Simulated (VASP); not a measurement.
Wanted: the native input for a VASP 6.6.1 run.

```
Task                   : single point
Functional             : PBE
Potentials or basis    : VASP PAW PBE potentials, release 64 (Mo_sv, S)
Cutoff                 : 520 eV
k mesh                 : 6 × 6 × 6
Occupations            : gaussian, width 0.1 eV
Spin                   : no spin polarisation
Dipole correction      : no
Further INCAR settings : ALGO = Normal; EDIFF = 1e-07; NBANDS = 20
```

The structure of MoS2 lies in POSCAR:

```
MoS2
1.0
    1.5921520000      0.9192290000      6.4820990000
   -1.5921520000      0.9192290000      6.4820990000
    0.0000000000     -1.8384590000      6.4820990000
Mo S
1 2
Direct
    0.9997750000      0.9997750000      0.9997750000
    0.4129300000      0.4129300000      0.4129300000
    0.2532960000      0.2532960000      0.2532960000
```

Measurements of this composition are mostly on another form, of space group No. 194.

The input as run:

INCAR

```
PREC = Accurate ; ENCUT = 520
EDIFF = 1E-7 ; ISMEAR = 0
SIGMA = 0.1 ; LREAL = F
LASPH = T ; NELM = 100
ALGO = Normal ; ISIF = 2
LWAVE = F ; LCHARG = T
GGA = PE ; LELF = T
LVHAR = T ; NBANDS = 20
```

KPOINTS

```
Automatic mesh
0
Gamma
  6 6 6
```

Potentials or basis: VASP PAW PBE potentials, release 64 (Mo_sv, S).

Command:

```console
$ cat potpaw_PBE.64/Mo_sv/POTCAR potpaw_PBE.64/S/POTCAR > POTCAR
$ mpirun -np 1 vasp_std > vasp.out
```

Results of the run:

The pressure is 1.2 GPa and the largest force is 0.151 eV/Å. The band gap on the k mesh is 1.09 eV, indirect (least direct gap 1.66 eV).

Wall time 3.3 min on 1 thread of AMD EPYC 7R43 64-Core Processor (Zen 3), with other jobs on the host, peak memory 0.28 GiB.
